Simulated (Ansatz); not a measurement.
## From CHF3 to CHBr3: predicting a member

On one C centre that keeps H, n of the F ligands are replaced by Br. The atomisation energy (no zero-point term) y in kJ/mol at CCSD(T)/def2-TZVPP. Shapes, held fixed at every level: PBE0-D4/def2-TZVP. Programs: Ansatz 0.2.0.

| molecule | n | y (kJ/mol) |
| --- | --- | --- |
| CHF3 | 0 | 1866 |
| CHBrF2 | 1 | ? |
| CHBr2F | 2 | 1431 |
| CHBr3 | 3 | 1249 |

Fit y = c + s·n to the known rows and predict CHBrF2.


1. Means of the 3 rows: n = 1.66667, y = 1515.3.
2. Σ(Δn)² = 4.6667, Σ(Δn·Δy) = -967.67, so the slope is -967.67/4.6667 = -207.36.
3. Intercept: 1515.3 − (-207.36) × 1.66667 = 1860.9. The largest residual of the fit is 15.
4. CHBrF2: 1860.9 + (-207.36) × 1 = 1654 kJ/mol.

The run gave 1637 kJ/mol, so the prediction is off by +17 kJ/mol, about the scatter of the fit. The step per swap changes from -229 to -182 kJ/mol along the series, so a line misses the bend: the ligands act on one another. The slope is only an average step. Other levels give for CHBrF2: HF/def2-SVP 1121; r2SCAN-D4/def2-TZVPP 1708; B2PLYP/def2-TZVPP 1665 kJ/mol. Spin-orbit coupling of the free atoms (F 2, Br 15 kJ/mol each; the atoms kept shift only the intercept) is left out. Relativity is left out for Br unless named. Correlated rows may include outer-core shells of Br, which these sets cover unevenly.
